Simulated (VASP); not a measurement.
# W (P6_3/mmc) in VASP: single point with PBEsol

Aim: the single point of W with PBEsol.

Program: VASP 6.6.1. These are calculated values, not measurements. Logs are shortened: lines on timing, memory, paths and dates and some standing lists are left out, and cuts for length are marked.

**1. Starting point**

Symmetry: P6_3/mmc, No. 194, hexagonal system. The conventional cell has a = 2.752 Å, b = 2.752 Å, c = 4.895 Å, α = 90.00°, β = 90.00°, γ = 120.00°. Around W (site symmetry -6m2) lie 12 W at 2.75 to 2.92 Å.

This isn't the form of W at room conditions, which is bcc.

**2. Single point, PBEsol**

Contents of INCAR:

```
  PREC = Accurate
  ENCUT = 520
  EDIFF = 1E-6
  ISMEAR = 0
  SIGMA = 0.1
  LREAL = F
  LASPH = T
  NELM = 100
  ALGO = Fast
  ISIF = 2
  LWAVE = F
  LCHARG = T
  GGA = PS
  LELF = T
  LVHAR = T
  NBANDS = 21
```

Contents of KPOINTS:

```
Automatic mesh
0
Gamma
  27 27 14
```

Contents of POSCAR:

```
W
1.0
    2.7515287785      0.0000000000      0.0000000000
   -1.3757643892      2.3828938214      0.0000000000
    0.0000000000      0.0000000000      4.8949153584
W
2
Direct
    0.3333333333      0.6666666667      0.2500000000
    0.6666666667      0.3333333333      0.7500000000
```

Potentials or basis: VASP PAW PBE potentials, release 64 (W_sv).

Launch:

```bash
> cat potpaw_PBE.64/W_sv/POTCAR > POTCAR
> mpirun -np 1 vasp_std > vasp.out
```

OUTCAR:

```text
PREC = Accurate
   ENCUT = 520
   EDIFF = 1E-6
   ISMEAR = 0
   LREAL = F
   LASPH = T
   NELM = 100
   ISIF = 2
   GGA = PS

 ion  position               nearest neighbor table
   1  0.333  0.667  0.250-   2 2.92   2 2.92   2 2.92   2 2.92   2 2.92   2 2.92
   2  0.667  0.333  0.750-   1 2.92   1 2.92   1 2.92   1 2.92   1 2.92   1 2.92

  LATTYP: Found a hexagonal cell.
 ALAT       =     2.7515287785
 C/A-ratio  =     1.7789802515

  Lattice vectors:

 A1 = (   2.7515287785,   0.0000000000,   0.0000000000)
 A2 = (  -1.3757643892,   2.3828938214,   0.0000000000)
 A3 = (   0.0000000000,   0.0000000000,   4.8949153584)

Analysis of symmetry for initial positions (statically):
=====================================================================
 Subroutine PRICEL returns:
 Original cell was already a primitive cell.

 Routine SETGRP: Setting up the symmetry group for a
 hexagonal supercell.

 Subroutine GETGRP returns: Found 24 space group operations
 (whereof 12 operations were pure point group operations)
 out of a pool of 24 trial point group operations.

The static configuration has the point symmetry D_3d.
 The point group associated with its full space group is D_6h.

Analysis of symmetry for dynamics (positions and initial velocities):
=====================================================================
 Subroutine PRICEL returns:
 Original cell was already a primitive cell.

 Routine SETGRP: Setting up the symmetry group for a
 hexagonal supercell.

 Subroutine GETGRP returns: Found 24 space group operations
 (whereof 12 operations were pure point group operations)
 out of a pool of 24 trial point group operations.

The dynamic configuration has the point symmetry D_3d.
 The point group associated with its full space group is D_6h.

 Subroutine INISYM returns: Found 24 space group operations
 (whereof 12 operations are pure point group operations),
 and found     1 'primitive' translations

----------------------------------------------------------------------------------------

                                     Primitive cell

  volume of cell :      32.0940

  direct lattice vectors                    reciprocal lattice vectors
     2.751528778  0.000000000  0.000000000     0.363434323  0.209828904  0.000000000
    -1.375764389  2.382893821  0.000000000     0.000000000  0.419657809  0.000000000
     0.000000000  0.000000000  4.894915358     0.000000000  0.000000000  0.204293624

  length of vectors
     2.751528778  2.751528778  4.894915358     0.419657809  0.419657809  0.204293624

  position of ions in fractional coordinates (direct lattice)
     0.333333333  0.666666667  0.250000000
     0.666666667  0.333333333  0.750000000

  ion indices of the primitive-cell ions
   primitive index   ion index
                 1           1
                 2           2

----------------------------------------------------------------------------------------

 KPOINTS: Automatic mesh

Automatic generation of k-mesh.
 Grid dimensions read from file:
 generate k-points for:   27   27   14

 Generating k-lattice:

  Cartesian coordinates                     Fractional coordinates (reciprocal lattice)
     0.013460530  0.007771441  0.000000000     0.037037037  0.000000000  0.000000000
     0.000000000  0.015542882  0.000000000     0.000000000  0.037037037  0.000000000
     0.000000000  0.000000000  0.014592402     0.000000000  0.000000000  0.071428571

  Length of vectors
     0.015542882  0.015542882  0.014592402

  Shift w.r.t. Gamma in fractional coordinates (k-lattice)
     0.000000000  0.000000000  0.000000000

 Subroutine IBZKPT returns following result:
 ===========================================

 Found    600 irreducible k-points:

 Following reciprocal coordinates:
            Coordinates               Weight
  0.000000  0.000000  0.000000      1.000000
  0.037037 -0.000000  0.000000      6.000000
  0.074074 -0.000000  0.000000      6.000000
  0.111111  0.000000  0.000000      6.000000
  0.148148  0.000000  0.000000      6.000000
  0.185185  0.000000  0.000000      6.000000
[... 16 lines left out ...]
  0.333333  0.037037  0.000000     12.000000
  0.370370  0.037037  0.000000     12.000000
 [... further k-points ...]
   k-points           NKPTS =    600   k-points in BZ     NKDIM =    600   number of bands    NBANDS=     21
   number of dos      NEDOS =    301   number of ions     NIONS =      2
   total plane-waves  NPLWV =  14400
   dimension x,y,z NGX =    20 NGY =   20 NGZ =   36
   dimension x,y,z NGXF=    40 NGYF=   40 NGZF=   72
   ions per type =               2
   NGX,Y,Z   is equivalent  to a cutoff of  12.08, 12.08, 12.23 a.u.
   NGXF,Y,Z  is equivalent  to a cutoff of  24.17, 24.17, 24.45 a.u.
 SYSTEM =  unknown system
   PREC   = accura    normal or accurate (medium, high low for compatibility)
   ISTART =      0    job   : 0-new  1-cont  2-samecut
   ICHARG =      2    charge: 1-file 2-atom 10-const
   ISPIN  =      1    spin polarized calculation?
   LNONCOLLINEAR =      F non collinear calculations
   LSORBIT =      F    spin-orbit coupling
   LASPH  =      T    aspherical Exc in radial PAW
   ENCUT  =  520.0 eV  38.22 Ry    6.18 a.u.   5.12  5.12  9.10*2*pi/ulx,y,z
   NELM   =    100;   NELMIN=  2; NELMDL= -5     # of ELM steps
   EDIFF  = 0.1E-05   stopping-criterion for ELM
   LREAL  =      F    real-space projection
   EDIFFG = 0.1E-04   stopping-criterion for IOM
   NSW    =      0    number of steps for IOM
   IBRION =     -1    ionic relax: 0-MD 1-quasi-New 2-CG
   NFREE  =      0    steps in history (QN), initial steepest desc. (CG)
   ISIF   =      2    stress and relaxation
   ISYM   =      2    0-nonsym 1-usesym 2-fastsym
   POTIM  = 0.5000    time-step for ionic-motion
   TEBEG  =    0.0;   TEEND  =   0.0 temperature during run
   PSTRESS=    0.0 pullay stress
   NELECT =      28.0000    total number of electrons
   NUPDOWN=      -1.0000    fix difference up-down
   EMIN   =  10.00;   EMAX   =-10.00  energy-range for DOS
   EFERMI =   0.00;   METHOD = LEGACY
   ISMEAR =     0;   SIGMA  =   0.10  broadening in eV -4-tet -1-fermi 0-gaus
   EFERMI_NEDOS =   21; number of points for ismear=-14 and -15
   IALGO  =     68    algorithm
   IMIX   =      4    mixing-type and parameters
     AMIX     =   0.40;   BMIX     =  1.00
     AMIX_MAG =   1.60;   BMIX_MAG =  1.00
  volume/ion in A,a.u.               =      16.05       108.29
  Fermi-wavevector in a.u.,A,eV,Ry     =   1.564298  2.956095 33.293846  2.447029
  Thomas-Fermi vector in A             =   2.666943
   LORBIT       =      0    0 simple, 1 ext, 2 COOP (PROOUT), +10 PAW based schemes
   GGA     = PS    functional components
   LHFCALC =     F    Hartree Fock is set to
   AEXX    =    0.0000 exact exchange contribution
   IVDW    =     0    specifies the selected vdW correction
   LEPSILON=     F    determine dielectric tensor
   LRPA    =     F    only Hartree local field effects (RPA)
 non-spin polarized calculation
 RMM-DIIS sequential band-by-band and
 Gauss-broadening in eV      SIGMA  =   0.10
  energy-cutoff  :      520.00
  volume of cell :       32.09
 maximum number of plane-waves:       884
   NGX = 11   NGY = 11   NGZ = 19

 number of electron      28.0000005 magnetization

 Free energy of the ion-electron system (eV)
  ---------------------------------------------------
  ext. energy  EPLUGINS =         0.00000000
  ---------------------------------------------------
  free energy    TOTEN  =       -26.58919187 eV

  energy without entropy =      -26.57918588  energy(sigma->0) =      -26.58418887

 E-fermi :  10.7222     XC(G=0): -13.6742

 val. band max:       10.7213583754   @ k =   0.2963   0.2593   0.0000
 cond. band min:      10.7257121561   @ k =   0.4444   0.0370   0.1429
 fundamental gap:      0.0043537807
 Fermi energy:        10.7221581247

 k-point     1 :       0.0000    0.0000    0.0000
  band No.  band energies     occupation
      1     -62.9633      2.00000
      2     -62.8831      2.00000
      3     -27.7368      2.00000
      4     -26.7375      2.00000
      5     -26.5514      2.00000
      6     -26.5514      2.00000
[... 13 lines left out ...]
     20      15.1353      0.00000
     21      19.8314      0.00000

 k-point     2 :       0.0370   -0.0000    0.0000
  band No.  band energies     occupation
      1     -62.9616      2.00000
      2     -62.8818      2.00000
      3     -27.7315      2.00000
      4     -26.7381      2.00000
      5     -26.5690      2.00000
      6     -26.5562      2.00000
[... 13 lines left out ...]
     20      15.3041      0.00000
     21      19.8246      0.00000

 k-point     3 :       0.0741   -0.0000    0.0000
  band No.  band energies     occupation
      1     -62.9564      2.00000
      2     -62.8781      2.00000
      3     -27.7156      2.00000
      4     -26.7400      2.00000
      5     -26.6207      2.00000
      6     -26.5703      2.00000
[... 13 lines left out ...]
     20      15.7422      0.00000
     21      19.7976      0.00000

 k-point     4 :       0.1111    0.0000    0.0000
  band No.  band energies     occupation
      1     -62.9481      2.00000
      2     -62.8722      2.00000
      3     -27.6897      2.00000
      4     -26.7434      2.00000
      5     -26.7034      2.00000
      6     -26.6039      2.00000
[... 13 lines left out ...]
     20      16.3381      0.00000
     21      19.7361      0.00000

 k-point     5 :       0.1481    0.0000    0.0000
  band No.  band energies     occupation
      1     -62.9370      2.00000
      2     -62.8643      2.00000
      3     -27.6545      2.00000
      4     -26.8121      2.00000
      5     -26.7487      2.00000
      6     -26.7128      2.00000
[... 13 lines left out ...]
     20      17.0165      0.00000
     21      19.6281      0.00000
[... 382 lines left out ...]
     20      18.9911      0.00000
     21      19.5768      0.00000

 k-point    22 :       0.2963    0.0370    0.0000
  band No.  band energies     occupation
      1     -62.8687      2.00000
      2     -62.8197      2.00000
      3     -27.4327      2.00000
      4     -27.4165      2.00000
      5     -27.3177      2.00000
      6     -26.8072      2.00000
[... 13 lines left out ...]
     20      18.8705      0.00000
     21      20.2081      0.00000

 k-point    23 :       0.3333    0.0370    0.0000
  band No.  band energies     occupation
      1     -62.8542      2.00000
      2     -62.8115      2.00000
      3     -27.5533      2.00000
      4     -27.4311      2.00000
      5     -27.3588      2.00000
      6     -26.8288      2.00000
[... 13 lines left out ...]
     20      18.8719      0.00000
     21      20.7630      0.00000

 k-point    24 :       0.3704    0.0370    0.0000
  band No.  band energies     occupation
      1     -62.8417      2.00000
      2     -62.8051      2.00000
      3     -27.6536      2.00000
      4     -27.5250      2.00000
      5     -27.3049      2.00000
      6     -26.8541      2.00000
[... 13 lines left out ...]
     20      19.0260      0.00000
     21      21.2196      0.00000

 [... further k-points ...]

------------------------ aborting loop because EDIFF is reached ----------------------------------------

  FORCE on cell =-STRESS in cart. coord.  units (eV):
  Direction    XX          YY          ZZ          XY          YZ          ZX
  --------------------------------------------------------------------------------------
  -------------------------------------------------------------------------------------
  Total        0.1314019      0.1314019      0.0628536      0.0000000     -0.0000000      0.0000000
  in kB        6.5597661      6.5597661      3.1377369      0.0000000     -0.0000000      0.0000000
  external PRESSURE =       5.4190897 kB  Pullay stress =       0.0000000 kB

 VOLUME and BASIS-vectors are now :
 -----------------------------------------------------------------------------
  energy-cutoff  :      520.00
  volume of cell :       32.09
      direct lattice vectors                 reciprocal lattice vectors
     2.751528778  0.000000000  0.000000000     0.363434323  0.209828904  0.000000000
    -1.375764389  2.382893821  0.000000000     0.000000000  0.419657809  0.000000000
     0.000000000  0.000000000  4.894915358     0.000000000  0.000000000  0.204293624

 POSITION                                       TOTAL-FORCE (eV/Angst)
 -----------------------------------------------------------------------------------
     -0.00000      1.58860      1.22373         0.000000     -0.000000      0.000000
      1.37576      0.79430      3.67119        -0.000000      0.000000      0.000000
 -----------------------------------------------------------------------------------
    total drift:                                0.000000     -0.000000      0.000000

  FREE ENERGIE OF THE ION-ELECTRON SYSTEM (eV)
  ---------------------------------------------------
  free  energy   TOTEN  =       -26.5891918703 eV

  energy  without entropy=      -26.5791858778  energy(sigma->0) =      -26.58418887
```

Wall time 2.5 min (1 thread of Intel Xeon 6975P-C (Granite Rapids), shared host); peak memory 0.39 GiB.

Results:

| Property | Result |
| --- | --- |
| Free energy | -26.5892 eV |
| Pressure | 0.5 GPa |
| Band gap on the k mesh | none (metal or under the smearing width) |

Stress tensor (GPa, compression positive):
```
0.66 0.00 0.00
0.00 0.66 0.00
0.00 0.00 0.31
```

Levels at points of the mesh, in eV from the Fermi level:
```tsv
k point	band 12	band 13	band 14	band 15	band 16	band 17
(0.00, 0.00, 0.00)	-0.46	-0.46	-0.21	0.14	0.14	2.04
(0.00, 0.00, 0.50)	-2.18	-0.42	-0.42	-0.42	-0.42	3.62
```

Caveat: the PAW data sets were made with another functional, which shifts forces and pressure a little. Spin-orbit coupling is left out, which matters for the levels of W.
